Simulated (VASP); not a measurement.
Set up this calculation in VASP 6.6.1, as the native input.

| Item | Value |
| --- | --- |
| Task | single point |
| Functional | PBE |
| Potentials or basis | VASP PAW PBE potentials, release 64 (Si, Ge_d) |
| Cutoff | 520 eV |
| k mesh | 6 × 6 × 6 |
| Occupations | fermi-dirac, width 0.02 eV |
| Spin | no spin polarisation |
| Dipole correction | no |
| Further INCAR settings | ALGO = Fast; EDIFF = 1e-06; NBANDS = 31 |

The structure of SiGe3 lies in POSCAR:

```
SiGe3
1.0
    4.1568903570      0.0000000000      0.0000000000
    0.0000000000      4.1568903570      0.0000000000
    0.0000000000      0.0000000000      5.3986896190
Si Ge
1 3
Direct
    0.0000000000      0.0000000000      0.0000000000
    0.0000000000      0.5000000000      0.2439064404
    0.5000000000      0.5000000000      0.5000000000
    0.5000000000      0.0000000000      0.7560935596
```

The cell was built by a generator and needn't be a form met in nature.

The cell isn't the ideal one: epitaxial_xy strain +4.7%.

One way to write it, as run:

INCAR

```
SYSTEM = SiGe3
PREC     = Accurate       ! precision mode
ENCUT    = 520            ! plane-wave cutoff, eV
EDIFF    = 1E-6           ! SCF threshold, eV
ISMEAR   = -1             ! smearing method
SIGMA    = 0.02           ! smearing width, eV
LREAL    = .False.        ! projectors in reciprocal space
LASPH    = .True.         ! aspherical terms in the spheres
NELM     = 100            ! most SCF steps
ALGO     = Fast           ! electronic algorithm
ISIF     = 2              ! what is computed and relaxed
LWAVE    = .False.        ! write WAVECAR
LCHARG   = .True.         ! write CHGCAR
GGA      = PE             ! functional
LELF     = .True.         ! ELF
LVHAR    = .True.       
NBANDS   = 31             ! bands
```

KPOINTS

```
regular mesh
0
Gamma
  6 6 6
  0 0 0
```

Potentials or basis: VASP PAW PBE potentials, release 64 (Si, Ge_d).

Run with:

```sh
$ cat potpaw_PBE.64/Si/POTCAR potpaw_PBE.64/Ge_d/POTCAR > POTCAR
$ mpirun -np 1 vasp_std > vasp.out
```

Results of the run:

The pressure is -1.5 GPa and the largest force is 0.048 eV/Å. The band gap on the k mesh is none (metal or under the smearing width).

Wall time 59 s on 1 thread of Intel(R) Xeon(R) Platinum 8488C (Sapphire Rapids), with other jobs on the host, peak memory 0.24 GiB.
